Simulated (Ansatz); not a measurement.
**TiAl3: changing the functional**

The cell as given:

It takes space group I4/mmm (No. 139, tetragonal). Conventional cell: a = 3.822 Å, b = 3.822 Å, c = 8.561 Å, α = 90.00°, β = 90.00°, γ = 90.00°. Around Ti (site symmetry 4/mmm) lie 12 Al at 2.70 to 2.87 Å. Al (site symmetry -4m2) is surrounded by 8 Al at 2.70 to 2.87 Å and 4 Ti at 2.87 Å. Al (site symmetry 4/mmm) has 4 Ti at 2.70 Å and 8 Al at 2.87 Å as nearest neighbours.

The cell comes from a database or a generator and needn't be the stable form of this composition.

Kept alike: task relaxation of cell and atoms; k mesh 10 × 10 × 10; occupations fermi-dirac, width 0.05 eV; no spin polarisation. Program: Ansatz, Ansatz PAW. Cutoffs run from 420 to 500 eV. The mesh is that of the run's cell of 4 atoms. No spin-orbit coupling.

| functional | volume (Å³/atom) |
| --- | --- |
| BLYP | 16.436 |
| LDA | 15.148 |
| PBE | 15.937 |
| PBEsol | 15.566 |
| RPBE | 16.278 |
| r2SCAN | 15.648 |
| revPBE | 16.193 |

The relaxations keep at least the cell's symmetry (I4/mmm). For a metal such a mesh leaves the last digits unconverged. Relaxations stop with a little pressure left, so the last digits of a volume or edge aren't settled. All rows use potentials made for PBE.

**Question.** What does the functional change here?

**Answer.** The volume runs from 15.148 (LDA) to 16.436 Å³/atom (BLYP). From PBE: BLYP +0.499; LDA -0.789; PBEsol -0.371; RPBE +0.341; r2SCAN -0.289; revPBE +0.256.
